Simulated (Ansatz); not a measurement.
# Lattice dynamics of AlP (F-43m)

Aim: the vibrations of AlP (F-43m), their spectra, and whether the structure is stable.

Program: Ansatz 0.2.0. Level of theory: DFT PBE, scalar-relativistic, plane waves, PAW; PAW set soft_1. Results are calculated unless marked as measured.

Most raw output is cut from this account.

The database entry behind the starting cell differs from later determinations by our own check (0.1 to 0.3 % short, probably kX units), so it need not match the best structure at ambient conditions.

### Step 1. Starting point

It takes space group F-43m (No. 216, cubic). Conventional cell: a = 5.451 Å, b = 5.451 Å, c = 5.451 Å, α = 90.00°, β = 90.00°, γ = 90.00°. Al has 4 P at 2.36 Å nearest. Nearest to P lie 4 Al at 2.36 Å. Farther neighbours are not listed.

Coordinates:

```cif
data_structure
_symmetry_space_group_name_H-M 'F-43m'
_symmetry_Int_Tables_number 216
_cell_length_a 5.4510
_cell_length_b 5.4510
_cell_length_c 5.4510
_cell_angle_alpha 90.000
_cell_angle_beta 90.000
_cell_angle_gamma 90.000
_cell_volume 161.97
loop_
_atom_site_label
_atom_site_type_symbol
_atom_site_symmetry_multiplicity
_atom_site_Wyckoff_symbol
_atom_site_fract_x
_atom_site_fract_y
_atom_site_fract_z
_atom_site_occupancy
Al1 Al 4 a 0.00000 0.00000 0.00000 1
P1 P 4 d 0.25000 0.25000 0.75000 1
```

### Step 2. Bringing the structure to rest

Harmonic phonons are second derivatives at a point where the forces vanish, and they are wanted at zero stress, so atoms and cell are relaxed first.

input.yaml

```yaml
crystal:
  lattice:
    - [0.0, 2.7255, 2.7255]
    - [2.7255, 0.0, 2.7255]
    - [2.7255, 2.7255, 0.0]
  atoms:
    - { symbol: Al, position: [0.0, 0.0, 0.0] }
    - { symbol: P, position: [0.25, 0.25, 0.25] }
kpoints:
  mp_grid: { grid: [8, 8, 8] }
hamiltonian:
  xc: pbe
  pseudopotentials: { kind: paw, azcp: { folder: soft_1 } }
scf:
  occupations: { method: gaussian, width: 0.02 }
output:
  forces: true
  stress: true
  eigenvalues: true
relax:
  adjacent_minimum: "off"
  f_tol: 0.005
  max_steps: 80
  cell: { stress_tol: 0.05 }
```

The run is started by

```
ansatz run input.yaml --threads 4 --pin off --max-ram 10240MiB --backend cpu --events-out ev --progress --plain --runs-dir out
```

Wall time 1.4 s (4 threads of Arm Neoverse V2, shared host); peak memory 0.29 GiB; 4.7 s of CPU time.

The steps of the relaxation:

| step | energy less that of the first step (eV) | largest force component (eV/Å) | pressure (GPa) | volume (Å³) |
| --- | --- | --- | --- | --- |
| 1 | 0.0000 | 0.0000 | 2.72 | 40.49 |
| 2 | -0.0097 | 0.0000 | 0.69 | 41.42 |
| 3 | -0.0104 | 0.0000 | 0.03 | 41.74 |
| 4* | -0.0105 | 0.0000 | 0.04 | 41.74 |

Relaxation steps marked * repeat the geometry before them on a plane-wave basis chosen anew for their cell, so energy and pressure can jump there.

Forces are held to the 24 operations that the run works with; a distortion that breaks them can't arise in this run.

| conventional cell, symmetrised | before | after | change |
| --- | --- | --- | --- |
| a (Å) | 5.451 | 5.507 | +1.0 % |
| b (Å) | 5.451 | 5.507 | +1.0 % |
| c (Å) | 5.451 | 5.507 | +1.0 % |
| volume (Å³/atom) | 20.25 | 20.87 | +3.1 % |

The relaxed structure:

```
Al P
1.0
     0.00000    2.75326    2.75326
     2.75326    0.00000    2.75326
     2.75326    2.75326    0.00000
Al P
1 1
Direct
  0.00000 0.00000 0.00000
  0.25000 0.25000 0.25000
```

Numbers from this step:

```yaml
pressure: 0.03760 GPa
gap_on_the_k_mesh: 1.631 eV
volume_per_atom: 20.87 Å³
direct_gap_on_mesh: 3.092 eV
```

In this step the volume went from 20.25 to 20.87 Å³/atom.

### Step 3. Relaxing to small forces for the phonons, k-mesh 8×8×8

Phonons need a cell at rest on their own settings, so the relaxation is repeated with tight tolerances on forces and stress on the k mesh and occupations of the first response run.

input.yaml

```yaml
crystal:
  lattice:
    - [0.0, 2.7532603829, 2.7532603829]
    - [2.7532603829, 0.0, 2.7532603829]
    - [2.7532603829, 2.7532603829, 0.0]
  atoms:
    - { symbol: Al, position: [0.0, 0.0, 0.0] }
    - { symbol: P, position: [0.25, 0.25, 0.25] }
kpoints:
  mp_grid: { grid: [8, 8, 8] }
hamiltonian:
  xc: pbe
  pseudopotentials: { kind: paw, azcp: { folder: soft_1 } }
scf:
  occupations: { method: fixed }
output:
  forces: true
  stress: true
  eigenvalues: true
  write_density: true
  write_potential: true
  elf: true
  volumetric_format: npy
relax:
  adjacent_minimum: "off"
  f_tol: 0.001
  max_steps: 60
  cell: { stress_tol: 0.01 }
```

The job ended after 1.1 s (4 threads; peak memory 0.3 GiB; 3.6 s of CPU time).

Little changed from the start: no atom moved by 0.005 Å and no cell edge by 0.1 %.

This step gave:

| Item | Value |
| --- | --- |
| pressure | 0.008906 GPa |
| volume per atom | 20.88 Å³ |
| direct gap on mesh | 3.089 eV |

Valence density in the ac plane of a cell with a along [110], b along [-110] and c along [001] of the cube at fractional y = 0.000, with atoms of Al and P within 0.2 Å of it. It is the smooth field of the valence electrons, not physical close to the nuclei.

Ten even steps from '_' (0.02 e/Å³) to '@' (0.76 e/Å³), each cell a mean:
```
__..--============::____..--============::__
..--++##%%%%%%%%**==::..--++##%%%%%%%%**==::
::--++@@@@++##@@##==::::--++@@@@++##@@##==::
..::==%%**..--%%**--....::==%%**..--%%**--..
__..--**##++**##==..____..--**##++**##==..__
____..==**%%##++::..______..==**%%##++::..__
______..--====::..__________..--====::..____
________........______________........______
____________________________________________
____________________________________________
____________________________________________
....______________........______________....
......____________..........____________....
........________..............________......
____..::......::::..______..::......::::..__
```
Columns run along a (7.8 Å), rows up along c (5.5 Å), edges of the conventional cell, whose origin can differ from the input's. Atoms in or near the plane, at fractional coordinates: Al at (0.50, 0.00), Al at (0.00, 0.00), P at (0.75, 0.75), P at (0.25, 0.75).

ELF in the ac plane of a cell with a along [110], b along [-110] and c along [001] of the cube at fractional y = 0.000, with atoms of Al and P within 0.2 Å of it. It is the smooth field of the valence electrons, not physical close to the nuclei.

Ten even steps from '0' (0.01) to '9' (0.93), each cell a mean:
```
0289888995102898889951
1799978999317999789993
4799724999547997249995
3688301687436883016874
1367422675213674226752
0147777763001477777630
0025787631000257876310
0002455310000024553100
0000121000000001210000
0000000000000000000000
1100000001111000000011
3210000012332100000123
3221000012232210000122
0122222221001222222210
3036655651030366556510
```
Columns run along a (7.8 Å), rows up along c (5.5 Å), edges of the conventional cell, whose origin can differ from the input's. Atoms in or near the plane, at fractional coordinates: Al at (0.50, 0.00), Al at (0.00, 0.00), P at (0.75, 0.75), P at (0.25, 0.75).

Electrostatic potential energy in the ac plane of a cell with a along [110], b along [-110] and c along [001] of the cube at fractional y = 0.000, with atoms of Al and P within 0.2 Å of it. With pseudopotentials it is smooth inside the atoms' cores, unlike the true potential.

Ten even steps from '_' (-42 eV) to '@' (10 eV), each cell a mean:
```
@@##**%%%%%%%%%%##**%%@@##**%%%%%%%%%%##**%%
****##%%**==++##%%********##%%**==++##%%****
##%%%%**..____==%%%%####%%%%**..____==%%%%##
@@@@%%++______::##@@@@@@@@%%++______::##@@@@
@@@@@@**..____--%%@@@@@@@@@@**..____--%%@@@@
@@@@@@%%**====##@@@@@@@@@@@@%%**====##@@@@@@
@@@@@@@@%%%%%%@@@@@@@@@@@@@@@@%%%%%%@@@@@@@@
@@@@@@@@@@@@@@@@@@@@@@@@@@@@@@@@@@@@@@@@@@@@
@@@@@@@@@@@@@@@@@@@@@@@@@@@@@@@@@@@@@@@@@@@@
@@@@@@@@@@@@@@@@@@@@@@@@@@@@@@@@@@@@@@@@@@@@
@@@@@@@@@@@@@@@@@@@@@@@@@@@@@@@@@@@@@@@@@@@@
%%@@@@@@@@@@@@@@@@@@%%%%@@@@@@@@@@@@@@@@@@%%
**##%%@@@@@@@@@@%%##****##%%@@@@@@@@@@%%##**
##**##%%@@@@@@@@%%**####**##%%@@@@@@@@%%**##
@@##**%%@@@@@@@@##**@@@@##**%%@@@@@@@@##**@@
```
Columns run along a (7.8 Å; values clipped at the 3rd and 97th percentile), rows up along c (5.5 Å), edges of the conventional cell, whose origin can differ from the input's. Atoms in or near the plane, at fractional coordinates: Al at (0.50, 0.00), Al at (0.00, 0.00), P at (0.75, 0.75), P at (0.25, 0.75).

The forces vanish by symmetry and the pressure is 0.009 GPa, within the tolerances set. The cell now holds 20.88 Å³/atom.

### Step 4. A first phonon run

The phonons are first tried on the mesh that the gap suggested.

input.yaml, the sections that differ from step 3:

```yaml
crystal:
  lattice:
    - [0.0, 2.75357855, 2.75357855]
    - [2.75357855, 0.0, 2.75357855]
    - [2.75357855, 2.75357855, 0.0]
  atoms:
    - { symbol: Al, position: [0.0, 0.0, 0.0] }
    - { symbol: P, position: [0.25, 0.25, 0.25] }
output:
  eigenvalues: true
phonons:
  method: dfpt
  dielectric: true
  rigid_motions: translations
# kpoints, hamiltonian, scf: as in step 3
# relax: removed
```

It took 5.7 s on 4 threads; peak memory 0.39 GiB.

Numbers from this step:

```yaml
sum_rule_residual_before_enforcement: 3.55e-5 eV/Å²
miss_of_the_charge_sum_rule: 1.90e-4 e
estimated_error_of_the_dielectric_tensor: 0.02146
estimated_error_of_the_born_charges: 0.007450 e
point_group: -43m
highest_optical_mode_at_the_zone_centre_no_lo_to_term: 426.5 cm⁻¹
lowest_optical_zone_centre_mode: 426.5 cm⁻¹
mean_high_frequency_dielectric_constant: 8.119
largest_born_charge_third_of_the_trace: 2.245 e
mean_static_dielectric_constant: 10.38
top_of_the_zone_centre_spectrum_with_the_field: 482.3 cm⁻¹
```

The highest optical mode at Γ without the field comes at 426.5 cm⁻¹, but the log warns of the mesh: “the force constants stand on the 8×8×8 k-mesh, whose period is 13.28 times the interband length at k = (0.0000, 0.0000, 0.0000), direct gap 3.089 eV, under 14: take them and everything formed from them as unconverged”.

### Step 5. Relaxing to small forces for the phonons, k-mesh 12×12×12

The k mesh is raised to 12×12×12 since a zone-centre run on the first mesh warned that it was too coarse for the force constants, and the cell is relaxed again on it.

input.yaml, the sections that differ from step 4:

```yaml
kpoints:
  mp_grid: { grid: [12, 12, 12] }
output:
  forces: true
  stress: true
  eigenvalues: true
relax:
  adjacent_minimum: "off"
  f_tol: 0.001
  max_steps: 60
  cell: { stress_tol: 0.01 }
# crystal, hamiltonian, scf: as in step 4
# phonons: removed
```

Wall time 1.5 s (4 threads); peak memory 0.32 GiB; 5.5 s of CPU time.

Little changed from the start: no atom moved by 0.005 Å and no cell edge by 0.1 %.

This step gave:

| Quantity | Value |
| --- | --- |
| pressure | 0.005521 GPa |
| gap on the k-mesh | 1.632 eV |

The forces vanish by symmetry and the pressure is 0.006 GPa, within the tolerances set. The cell now holds 20.88 Å³/atom.

### Step 6. Linear response at the zone centre

The zone centre comes first: it holds the modes that light can see, as far as symmetry allows. The response to a homogeneous field gives the Born charges and the dielectric tensor.

input.yaml, the sections that differ from step 5:

```yaml
output:
  eigenvalues: true
phonons:
  method: dfpt
  dielectric: true
  rigid_motions: translations
# crystal, kpoints, hamiltonian, scf: as in step 5
# relax: removed
```

Wall time 13 s (4 threads); peak memory 0.57 GiB.

This step gave:

| Property | Result |
| --- | --- |
| sum-rule residual before enforcement | 2.80e-5 eV/Å² |
| miss of the charge sum rule | 2.56e-4 e |
| estimated error of the dielectric tensor | 0.02145 |
| estimated error of the Born charges | 0.007289 e |

Without the LO-TO term. Patterns of degenerate modes are one choice out of their space. The modes at Γ (shares of kinetic energy by element, %):

| mode | frequency (cm⁻¹) | symmetry | Al % | P % |
| --- | --- | --- | --- | --- |
| 1 | 0.0 | acoustic | 47 | 53 |
| 2 | 0.0 | acoustic | 47 | 53 |
| 3 | 0.0 | acoustic | 47 | 53 |
| 4 | 426.5 | T2 | 53 | 47 |
| 5 | 426.5 | T2 | 53 | 47 |
| 6 | 426.5 | T2 | 53 | 47 |

Displacements in mode 5 (426.5 cm⁻¹), the largest set to 1:
```
Al1  0.00  1.00  0.43
P2   0.00 -0.87 -0.38
```

Optical modes at the zone centre, without and with the macroscopic field of the longitudinal modes; each column is sorted by frequency, so a row need not hold one and the same mode. Modes with and without the field, by row:

| rank among optical modes | no field (cm⁻¹) | q along (1, 0, 0) (cm⁻¹) |
| --- | --- | --- |
| 1 | 426.5 | 426.5 |
| 2 | 426.5 | 426.5 |
| 3 | 426.5 | 482.3 |

Born charge (rows field, columns displacement) (e), principal values of the symmetric part by kind of site:

| atom | atoms with these values | low | middle | high | mean |
| --- | --- | --- | --- | --- | --- |
| Al1 | 1 | 2.24 | 2.24 | 2.24 | 2.24 |
| P2 | 1 | -2.24 | -2.24 | -2.24 | -2.24 |

In full for Al1:

```
2.24 0.00 0.00
0.00 2.24 0.00
0.00 0.00 2.24
```

High-frequency dielectric tensor:

```
8.12 0.00 0.00
0.00 8.12 0.00
0.00 0.00 8.12
```

Static dielectric tensor (ions relaxed, fixed cell):

```
10.38  0.00  0.00
 0.00 10.38  0.00
 0.00  0.00 10.38
```

Transverse modes. Lines of the infrared spectrum (strongest = 100):

| position (cm⁻¹) | label | relative intensity |
| --- | --- | --- |
| 426 | T2 | 100 |

Before it was imposed, the acoustic sum rule was missed by 2.8e-5 eV/Å² and the charge sum rule by 2.6e-4 e. Small misses are needed for a sound result but don't prove that mesh and cutoff are converged. Against the first mesh the highest mode moved by -0.0 cm⁻¹. The lowest optical mode is real, 426 cm⁻¹.

### Step 7. The dispersion

Stability and thermal properties need the whole zone. Linear response on a 4×4×4 q mesh gives force constants as far as a supercell of that size would, and the tensors from the zone-centre run are typed in so that the long-range dipole term is interpolated apart.

input.yaml, the sections that differ from step 6:

```yaml
phonons:
  method: dfpt
  qmesh: [4, 4, 4]
  temperatures: { t_max: 1000, t_step: 50 }
  qpath:
    path:
      - [[0.0, 0.0, 0.0], [-0.5, -0.5, 0.0], [-0.375, -0.375, 0.25]]
      - [[-0.375, 0.0, 0.375], [0.0, 0.0, 0.0], [0.0, 0.0, 0.5], [-0.5, -0.25, 0.25], [-0.5, -0.5, 0.0]]
    npoints: 10
  non_analytic_term:
    high_frequency_dielectric_tensor: [[8.1193, 0.0, 0.0], [0.0, 8.1193, 0.0], [0.0, 0.0, 8.1193]]
    born_effective_charges:
      - { species: Al, tensor: [[2.2447, 0.0, 0.0], [0.0, 2.2447, 0.0], [0.0, 0.0, 2.2447]] }
      - { species: P, tensor: [[-2.2447, 0.0, 0.0], [0.0, -2.2447, 0.0], [0.0, 0.0, -2.2447]] }
    source: "zone-centre run at this cell"
# crystal, kpoints, hamiltonian, scf, output: as in step 6
```

Run time: 67 s. Hardware: 4 threads; peak memory 1.4 GiB.

Numbers from this step:

* sum-rule residual before enforcement: 3.06e-5 eV/Å²
* lowest frequency on the path: 0 cm⁻¹
* highest frequency on the path or at a solved wavevector: 482.3 cm⁻¹
* mean frequency: 296.6 cm⁻¹
* Debye temperature (second moment): 597 K
* logarithmic mean frequency: 263.9 cm⁻¹
* lowest mode on the q mesh (acoustic modes at Γ apart): 86.23 cm⁻¹
* zero-point energy per atom: 55.15 meV
* heat capacity at 300 K: 20.74 J/(mol atoms K)
* vibrational entropy at 300 K: 21.34 J/(mol atoms K)

Frequencies (cm⁻¹) solved at each irreducible wavevector; negative means imaginary. Frequencies by wavevector, by row:

| q in reciprocal lattice units | star | mode 1 | mode 2 | mode 3 | mode 4 | mode 5 | mode 6 |
| --- | --- | --- | --- | --- | --- | --- | --- |
| 0 0 0 | 1 | 0 | 0 | 0 | 426.5 | 426.5 | 426.5 |
| 0 0 0.25 | 8 | 86.2 | 86.2 | 207.6 | 416.4 | 416.4 | 453.1 |
| 0 0 -0.5 | 4 | 107.5 | 107.5 | 333.2 | 389.6 | 412.2 | 412.2 |
| 0 0.25 0.25 | 6 | 119 | 119 | 212.5 | 405.9 | 405.9 | 460.1 |
| 0 0.25 -0.5 | 24 | 135.7 | 179.8 | 293.1 | 386.4 | 401 | 420 |
| 0 0.25 -0.25 | 12 | 124.8 | 177.7 | 262 | 389.8 | 405.1 | 429 |
| 0 -0.5 -0.5 | 3 | 144.9 | 144.9 | 346.4 | 397.1 | 397.1 | 403 |
| 0.25 -0.5 -0.25 | 6 | 175 | 195.2 | 316 | 349.4 | 400.1 | 415 |

Interpolated from a 4×4×4 q mesh, with the LO-TO term (at Γ the limit along the path; where Γ stands inside the path, tables give the limit on arrival). Phonon branches along the path, in cm⁻¹:

| point | branch 1 | branch 2 | branch 3 | branch 4 | branch 5 | branch 6 |
| --- | --- | --- | --- | --- | --- | --- |
| Γ | 0 | 0 | 0 | 426 | 426 | 482 |
| halfway | 119 | 119 | 212 | 406 | 406 | 460 |
| X | 145 | 145 | 346 | 397 | 397 | 403 |
| halfway | 146 | 163 | 337 | 386 | 397 | 408 |
| U | 145 | 190 | 322 | 363 | 398 | 418 |
| jump to K | 145 | 190 | 322 | 363 | 398 | 418 |
| halfway | 101 | 148 | 217 | 412 | 412 | 439 |
| Γ | 0 | 0 | 0 | 426 | 426 | 482 |
| halfway | 86 | 86 | 208 | 416 | 416 | 453 |
| L | 108 | 108 | 333 | 390 | 412 | 412 |
| halfway | 140 | 173 | 307 | 371 | 405 | 419 |
| W | 175 | 195 | 316 | 349 | 400 | 415 |
| halfway | 159 | 168 | 331 | 375 | 402 | 407 |
| X | 145 | 145 | 346 | 397 | 397 | 403 |

The phonon density of states has structure finer than the step of the table below, so its rows give means over 20 cm⁻¹, whole bins alone (the curve runs from 2.5 to 482 cm⁻¹). Peaks (cm⁻¹: height): 147.5: 0.034, 307.5: 0.0203, 402.5: 0.0911, 417.5: 0.0822.

Tetrahedra on a 20×20×20 mesh, mean over bins of 5 cm-1. Interpolated from a 4×4×4 q mesh. The phonon density of states by wavenumber; means over each step:

wavenumber (cm⁻¹), phonon density of states (1/cm⁻¹/cell) and a bar:
```
       20     0.0002 
       40     0.0007 
       60     0.0018 #
       80     0.0038 ##
      100     0.0092 #####
      120     0.0189 ##########
      140     0.0271 ###############
      160     0.0216 ############
      180     0.0168 #########
      200     0.0059 ###
      220     0.0026 #
      240     0.0036 ##
      260     0.0051 ###
      280     0.0076 ####
      300     0.0148 ########
      320     0.0090 #####
      340     0.0014 #
      360     0.0085 #####
      380     0.0155 ########
      400     0.0557 ##############################
      420     0.0549 ##############################
      440     0.0091 #####
      460     0.0048 ##
```

Phonopy on the run's constants, 17x17x17 mesh, Gaussian sigma 3.7 cm-1. Interpolated from a 4×4×4 q mesh. Table of partial phonon density of states by wavenumber; read off at these points; values in 1/cm⁻¹/cell:

| wavenumber (cm⁻¹) | Al | P |
| --- | --- | --- |
| 0.0 | 2.9e-5 | 3.9e-5 |
| 20.0 | 1.1e-4 | 1.2e-4 |
| 40.0 | 1.5e-4 | 1.7e-4 |
| 60.0 | 5.7e-4 | 6.4e-4 |
| 80.0 | 0.00164 | 0.00180 |
| 100.0 | 0.00443 | 0.00475 |
| 120.0 | 0.00924 | 0.00957 |
| 140.0 | 0.0137 | 0.0131 |
| 145.6 | 0.0159 | 0.0146 |
| 160.0 | 0.0113 | 0.00994 |
| 180.0 | 0.00860 | 0.00736 |
| 200.0 | 0.00176 | 0.00173 |
| 220.0 | 8.6e-4 | 0.00114 |
| 240.0 | 0.00151 | 0.00209 |
| 260.0 | 0.00209 | 0.00310 |
| 280.0 | 0.00301 | 0.00504 |
| 300.0 | 0.00445 | 0.0101 |
| 304.4 | 0.00541 | 0.0135 |
| 320.0 | 0.00157 | 0.00706 |
| 340.0 | 7.2e-5 | 0.00121 |
| 360.0 | 0.00804 | 0.00215 |
| 380.0 | 0.00929 | 0.00442 |
| 400.0 | 0.0341 | 0.0321 |
| 404.9 | 0.0390 | 0.0365 |
| 420.0 | 0.0312 | 0.0332 |
| 440.0 | 0.00449 | 0.00352 |
| 460.0 | 0.00254 | 0.00202 |
| 480.0 | 7.1e-4 | 6.0e-4 |
| 500.0 | 0 | 0 |

[end of part 1 of 2]

[Logs are printed without paths, hosts, clocks, repeated set-up lines and the standing remarks that a program may print on its own settings, such as how far it seeks lower states.]

[Hosts, paths, dates, database ids (printed as entryN), source tags and the programs' standing remarks are cut or masked in the printed files.]
